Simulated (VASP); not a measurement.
The system is Ru.

```xyz
2
Lattice="1.6399 0.9468 3.0409 -1.6399 0.9468 3.0409 0.0000 -1.8936 3.0409" Properties=species:S:1:pos:R:3 pbc="T T T"
Ru    0.0000    0.0000    2.0758
Ru    0.0000    0.0000    7.0470
```

The cell was built by a generator and needn't be a form met in nature.

```yaml
Program: VASP 6.6.1
Task: relaxation of cell and atoms
Functional: r2SCAN
Potentials_or_basis: VASP PAW PBE potentials, release 64 (Ru_pv)
Cutoff: 600 eV
k_mesh: 6 × 6 × 6
Occupations: gaussian, width 0.1 eV
Spin: no spin polarisation
```

At the start: pressure 56.1 GPa; volume 14.16 Å³/atom.

**Question.** Where does the relaxation end?

**Answer.** Over 76 steps the energy falls by 1008.3 meV/atom and the volume is 13.96 Å³/atom (-1.4 %); space group Im-3m (No. 229, to 0.05 Å).

The path:
| step | energy change (eV) | largest force (eV/Å) | pressure (GPa) | volume (Å³) |
| --- | --- | --- | --- | --- |
| 1 | 0.0000 | 3.6762 | 56.09 | 28.33 |
| 3 | -0.7616 | 0.5217 | -11.66 | 34.18 |
| 5 | -0.8271 | 0.0193 | -0.73 | 32.55 |
| 7 | -0.8689 | 0.0721 | -0.58 | 32.39 |
| 9 | -0.9395 | 0.1266 | 4.56 | 31.12 |
| 11 | -0.9518 | 0.0405 | -0.55 | 31.66 |
| 13 | -0.9526 | 0.0576 | -0.42 | 31.60 |
| 15 | -0.9527 | 0.0629 | -0.43 | 31.59 |
| 17 | -0.9529 | 0.0437 | 0.23 | 31.51 |
| 19 | -0.9537 | 0.0599 | 0.28 | 31.58 |
| 21 | -0.9699 | 0.3376 | 0.57 | 31.87 |
| 23 | -1.0259 | 0.7902 | 3.15 | 33.04 |
| 25 | -1.0532 | 0.0883 | 2.17 | 32.70 |
| 27 | -1.0642 | 0.1438 | -0.84 | 32.99 |
| 29 | -1.0666 | 0.3165 | -3.00 | 33.22 |
| 31 | -1.0859 | 0.4561 | -2.83 | 33.03 |
| 33 | -1.2058 | 0.8760 | -2.19 | 32.03 |
| 35 | -0.9063 | 5.4989 | 56.32 | 26.19 |
| 37 | -1.6366 | 2.0760 | 22.78 | 27.63 |
| 39 | -1.7902 | 0.4694 | 10.33 | 28.61 |
| 41 | -1.7943 | 0.7526 | 9.74 | 28.63 |
| 43 | -1.8173 | 0.5190 | 5.03 | 29.02 |
| 45 | -1.8280 | 0.2290 | -0.73 | 29.55 |
| 47 | -1.8295 | 0.1476 | -0.52 | 29.49 |
| 49 | -1.8310 | 0.0206 | 0.03 | 29.37 |
| 51 | -1.8338 | 0.0276 | 0.11 | 29.28 |
| 53 | -1.8384 | 0.3873 | 1.28 | 28.86 |
| 55 | -1.8400 | 0.2862 | 0.68 | 28.97 |
| 57 | -1.8433 | 0.2531 | -0.54 | 28.94 |
| 59 | -1.8952 | 0.8405 | -4.30 | 28.73 |
| 61 | -1.8867 | 0.9054 | -3.93 | 28.70 |
| 63 | -1.8885 | 0.9168 | -4.01 | 28.67 |
| 65 | -1.8909 | 0.9012 | -3.98 | 28.62 |
| 67 | -1.9065 | 0.8702 | -3.27 | 28.49 |
| 69 | -1.9480 | 0.4917 | 0.41 | 27.97 |
| 71 | -1.9504 | 0.3415 | 1.93 | 27.81 |
| 73 | -2.0107 | 0.0942 | 0.02 | 27.89 |
| 75 | -2.0164 | 0.0250 | -0.41 | 27.93 |
| 76 | -2.0167 | 0.0077 | -0.34 | 27.92 |

Final structure:
```yaml
crystal:
  lattice:
    - [2.14402, 1.23785, 1.75354]
    - [-2.14402, 1.23785, 1.75354]
    - [0.00000, -2.47571, 1.75354]
  atoms:
    - { symbol: Ru, position: [0.25012, 0.25012, 0.25012] }
    - { symbol: Ru, position: [0.74988, 0.74988, 0.74988] }
```

Caveat: the k mesh is coarse (spacing up to 0.39 Å⁻¹), so the values aren't converged; the PAW data sets were made with another functional, which shifts forces and pressure a little.
